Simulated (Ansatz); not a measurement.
AlN: from supercell energies to defect levels (N vacancy)

The calculation used Ansatz 0.2.0, DFT PBE, scalar-relativistic, plane waves, PAW. Settings: 420 eV cutoff, 2×2×2 k-mesh, shifted by half a step, Gaussian smearing of 0.01 eV, collinear spin in charge 0, +2 alone.

Host crystal, relaxed:

```xyz
2
Lattice="0.0000 2.2016 2.2016 2.2016 0.0000 2.2016 2.2016 2.2016 0.0000" Properties=species:S:1:pos:R:3 pbc="T T T"
Al    0.0000    0.0000    0.0000
N     3.3024    3.3024    3.3024
```

The N vacancy was set at (0.750, 0.750, 0.750) of the host cell, in a supercell of 32 sites (341 Å³), relaxed at fixed cell in each charge q, from a start with the atoms near it displaced at random. The host's Kohn–Sham gap is 3.31 eV and its static dielectric constant 8.7 (mean). For each charge: the supercell's free energy over the neutral one with q electrons exchanged at the valence band top, F(q) − F(0) + qE_v; the image-charge term; and the term that aligns the potential far from the defect with the host's.

```
 q F(q) − F(0) + qE_v (eV) image charge (eV) alignment (eV)
+3                   -5.171              3.092          -1.388
+2                   -4.139              1.374          -0.752
+1                   -3.288              0.344          -0.287
 0                    0.000              0.000           0.000
```

Question: Add the terms and find the levels between neighbouring charges, ε(q/q′) = [A(q′) − A(q)]/(q − q′), with and without the two corrections.

Answer: A(q): -3.466 eV for +3, -3.517 eV for +2, -3.231 eV for +1, 0.000 eV for 0.
| level | corrected (eV over E_v) | uncorrected (eV) |
| --- | --- | --- |
| (+3/+2) | -0.05 | 1.03 |
| (+2/+1) | 0.29 | 0.85 |
| (+1/0) | 3.23 | 3.29 |

As a check, a point charge in a simple cubic cell of this volume has q²αe²/(2εL) = 0.338 q² eV (e² = 14.40 eV Å, α = 2.837, L = 6.99 Å); the shape of the real cell can change it somewhat. The term grows as q², so it pushes donor levels down and acceptor levels up. The program doubts the alignment for q = +3, +2, +1, so levels beside it are uncertain by about that term.

Question: Which of these charges is lowest with the Fermi level at the valence band top, at mid-gap and at the conduction band bottom?

Answer: The line A(q) + qE_F that lies lowest gives the charge: +2 at E_F = 0.00 eV, +1 at E_F = 1.66 eV, 0 at E_F = 3.31 eV. (+3/+2) falls outside this Kohn–Sham gap, so the change of charge isn't reached within it; the real gap is usually wider and may hold a localised level, while a level that comes from a carrier in the host's bands only marks the band edge and moves with it. Without the alignment that the program doubts, the level (+2/+1) would lie at -0.18 eV, outside the gap, so these runs don't decide whether the defect changes charge there. Charges beyond those computed could lie lower near the band edges.

Question: The neutral defect forms at 5.52 eV with atoms taken from and returned to the elements. What are the formation energies at those three Fermi levels, and what share of sites would hold the defect at 1200 K with E_F at mid-gap, if the host still stood at that temperature?

Answer: E_f = E_f(0) + A(q) + qE_F = 2.00, 3.94, 5.52 eV. In the dilute limit the share is exp(−E_f/k_BT) = exp(−3.943/0.1034) = 2.8×10⁻¹⁷, leaving out degeneracy and vibrational entropy. This is the N-rich limit; a poorer supply of N lowers E_f, in a binary host by up to its heat of formation per N atom. The small cell and the narrow Kohn–Sham gap leave errors of tenths of an eV or more, which change the share by orders of magnitude.

This zinc-blende form isn't the usual stable structure of the compound.